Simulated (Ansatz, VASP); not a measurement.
# Ti: VASP beside Ansatz

```
CELL_PARAMETERS angstrom
2.86387 0.00000 0.00000
-1.43193 2.48018 0.00000
0.00000 0.00000 4.53999
ATOMIC_POSITIONS crystal
Ti 0.33333 0.66667 0.25000
Ti 0.66667 0.33333 0.75000
```

Alike in both runs: task single point; functional LDA; k mesh 13 × 13 × 8; occupations fermi-dirac, width 0.1 eV; no spin polarisation.

```csv
,VASP,Ansatz
version,VASP 6.6.1,Ansatz 0.2.0
potentials or method,"VASP PAW LDA potentials, release 64 (Ti_sv)","plane waves (420 eV) with PAW, scalar-relativistic"
plane-wave cutoff (eV),520,420
valence electrons in the cell,24,24
```

|  | VASP | Ansatz | Ansatz less VASP |
| --- | --- | --- | --- |
| pressure (GPa) | -0.1 | 0.0 | +0.11 |

Ansatz warned: «pseudo_functional_mismatch».
